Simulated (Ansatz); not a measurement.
## Boron (R-3m, 12 atoms a cell): a many-body input that goes wrong, and its mend

Aim: the G0W0 gap of Boron (R-3m, 12 atoms a cell). The first input has a fault.

Program: Ansatz 0.2.0. Level of theory: G0W0 on PBE, plane waves, PAW. Results are calculated unless marked as measured.

### Step 1. Starting point

The structure is trigonal, space group R-3m (No. 166). The conventional cell has a = 4.918 Å, b = 4.918 Å, c = 12.581 Å, α = 90.00°, β = 90.00°, γ = 120.00°. Nearest to B lie 6 B at 1.67 to 1.81 Å. Nearest to B lie 5 B at 1.79 to 1.81 Å.

The cell and positions come from the Crystallography Open Database and are kept as given unless a step says otherwise. The default PAW set here is soft_2. Its files were made with PBE.

### Step 2. First try

File input.yaml:

```yaml
crystal:
  lattice:
    - [2.45895, 1.4196754444, 4.1935]
    - [-2.45895, 1.4196754444, 4.1935]
    - [0.0, -2.8393508888, 4.1935]
  atoms:
    - { symbol: B, position: [0.01019, 0.65361, 0.01019] }
    - { symbol: B, position: [0.01019, 0.01019, 0.65361] }
    - { symbol: B, position: [0.65361, 0.01019, 0.01019] }
    - { symbol: B, position: [0.98981, 0.34639, 0.98981] }
    - { symbol: B, position: [0.34639, 0.98981, 0.98981] }
    - { symbol: B, position: [0.98981, 0.98981, 0.34639] }
    - { symbol: B, position: [0.22118, 0.6306, 0.22118] }
    - { symbol: B, position: [0.22118, 0.22118, 0.6306] }
    - { symbol: B, position: [0.6306, 0.22118, 0.22118] }
    - { symbol: B, position: [0.77882, 0.3694, 0.77882] }
    - { symbol: B, position: [0.3694, 0.77882, 0.77882] }
    - { symbol: B, position: [0.77882, 0.77882, 0.3694] }
kpoints:
  mp_grid: { grid: [2, 2, 2] }
hamiltonian:
  xc: pbe
scf:
  occupations: { method: fixed }
gw:
  n_empty_bands: 92
  ecut_chi: 60
  qp_bands: [v4, c4]
  qp_kpoints: band_edges
  screening: { model: ppm }
```

Run with:

```
ansatz run input.yaml --threads 3 --pin off --max-ram 64512MiB --backend cuda --events-out ev --progress --plain --runs-dir out --devices 1 --max-vram 24GiB  # rebuilt from the run's record
```

Numbers of over 12 decimals in the logs are rounded to 6 here.

Output:

```text
Error: YAML parse error: error: line 30 column 23: unknown variant `ppm`, expected one of godby_needs, contour_deformation
  --> <input>:30:23
   |
28 |   qp_bands: [v4, c4]
29 |   qp_kpoints: band_edges
30 |   screening: { model: ppm }
   |                       ^ unknown variant `ppm`, expected one of godby_needs, contour_deformation
```

Wall time 0.02 s (3 threads of AMD EPYC 7R13 (Zen 3), shared host); peak memory 0.06 GiB.

Q: What is the fault?

The input was rejected at the start.

The program's message: “Error: YAML parse error: error: line 30 column 23: unknown variant `ppm`, expected one of godby_needs, contour_deformation”

The fault: unknown screening model. The program knows two models, a plasmon pole and contour deformation.

### Step 3. A better input

G0W0 replaces the xc potential by the self-energy, built once from these orbitals. Only a window of levels is corrected, while the sums run over the empty bands that the input names.

input.yaml: that of step 2 with these lines changed.

```diff
@@ -19,3 +19,3 @@
 kpoints:
-  mp_grid: { grid: [2, 2, 2] }
+  mp_grid: { grid: [4, 4, 4] }
 hamiltonian:
@@ -25,6 +25,6 @@
 gw:
-  n_empty_bands: 92
-  ecut_chi: 60
+  n_empty_bands: 129
+  ecut_chi: 75.0
   qp_bands: [v4, c4]
   qp_kpoints: band_edges
-  screening: { model: ppm }
+  screening: { model: contour_deformation }
```

Output:

```text
GPUs: using 1 of 1 available (devices: 1).
[...]
device memory: the entry about to start is reckoned to put 1.0 GiB on a device that reports 70.9 GiB free (of which the cap on the GPU budget leaves the run 24.0 GiB)
GPU FFT provider: cuFFT
GPU libraries: cuBLAS 13.8.1, cuFFT 12.4.0, cuSOLVER 12.3.2
Crystal: 12 atoms, lattice volume = 87.835 Å³
Basis set: ecut = 420 eV, 1731 PW (Γ)
Bands: 30, of which v1, the nominal top of the filled ones, is band 18 counted from 1 (17 counted from 0)
Symmetry: 12 space group operations
[...]
k-points: 13 of 64
[...]
GPU buffer pool allocated for 46656 grid points (all kernels)
GPU transforms: local potential and band sums: pruned to the plane-wave sphere, on 36×36×36
[...]
SCF iter   1: F=—  HF=-1870.961735 eV  |F-HF|=—  |Δ(HF+E_count)|=         —  Δρ=6.65e-3  dr2=3.58e-2  ethr=1.77e-3  ⟨swp⟩=4.5  Hψ=1822  notcnv=0  defer=125
[...]
0    15      7.5989   -15.1955     1.7533   -13.2764  0.7878     7.4329     7.4331  root
     0    16      8.1023   -17.1261     2.5757   -14.3811  0.7811     7.9327     7.9330  root
     0    17      8.1023   -17.1261     2.5757   -14.3811  0.7811     7.9327     7.9330  root
     0    18      8.6120   -15.4628     1.3454   -14.2037  0.7950     8.6983     8.6983  root
     0    19     10.4680    -8.1579    -3.3879   -11.9486  0.8078    10.8718    10.8707  root
     0    20     13.4430    -7.3105    -5.3487   -13.4240  0.7643    14.2178    14.2078  root
     0    21     13.4430    -7.3105    -5.3487   -13.4240  0.7643    14.2178    14.2078  root
     0    22     13.6629    -8.2612    -4.6917   -13.7613  0.7763    14.4692    14.4712  root
[...]
12    19     11.5702    -7.9081    -4.0404   -12.5866  0.7960    12.2121    12.2084  root
    12    20     11.7181    -8.5208    -3.9933   -13.1995  0.7944    12.4079    12.4035  root
    12    21     11.7181    -8.5208    -3.9933   -13.1995  0.7944    12.4079    12.4035  root
    12    22     13.8092    -7.3827    -5.5765   -13.7133  0.7548    14.5697    14.5633  root
[key lines of the parts left out:]
SCF converged after 6 iterations
Free energy (F): -1870.952914 eV
Fermi energy:    8.969952 eV
```

It took 6.9 s on 1 × NVIDIA H100 80GB HBM3 (shared by 3 runs) with 3 threads; peak memory 1.2 GiB.

Reading the cycles: dr2 is the Hartree energy of the density residual (eV), the measure of convergence; HF is the Harris–Foulkes estimate of the energy, which meets the free energy F at convergence.

Numbers from this step:

```
bands summed                                 : 147
RPA ε∞ on this mesh (eigenvalues)            : 7.565, 10.43, 10.43
plane waves in the screening matrix          : 137
q-points in the mesh                         : 64
G0W0 gap on the mesh                         : 1.782 eV
k of the valence top                         : -0.5, -0.5, -0.5
k of the conduction bottom                   : 0, 0, 0
starting gap on the mesh                     : 1.446 eV
Z at the valence top                         : 0.7971
Z at the conduction bottom                   : 0.8078
least direct G0W0 gap on the computed points : 2.172 eV
```

The gap on the mesh goes from 1.45 eV to 1.78 eV, a correction of +0.34 eV, though a band edge has moved to another state.

### Step 4. Summary of results

```json
{
  "first try": "refused after 0.02 s",
  "better run": "G0W0 gap on the mesh 1.78 eV (4×4×4 mesh, 129 empty bands, screening to 75 eV)"
}
```

What this shows: The second run differs in: mesh, empty bands, screening cutoff (eV) and frequency model. Bands and cutoff are finite, so the gap is not at the basis limit. The miss can reach some tenths of an eV and take either sign; the mesh is an error of its own.

[Paths, hosts, dates, memory and timing lines, banners, echoed tables and standing remarks are left out of the program output.]

[Logs are printed without paths, hosts, clocks, repeated set-up lines and the standing remarks that a program may print on its own settings, such as how far it seeks lower states.]

[Runs of the session that timed out or met a known fault of the program may be left out.]

[Cells called generated may have been cut or substituted from an entry of the Crystallography Open Database or the Materials Project.]

[Hosts, paths, dates, database ids (printed as entryN), source tags and the programs' standing remarks are cut or masked in the printed files.]
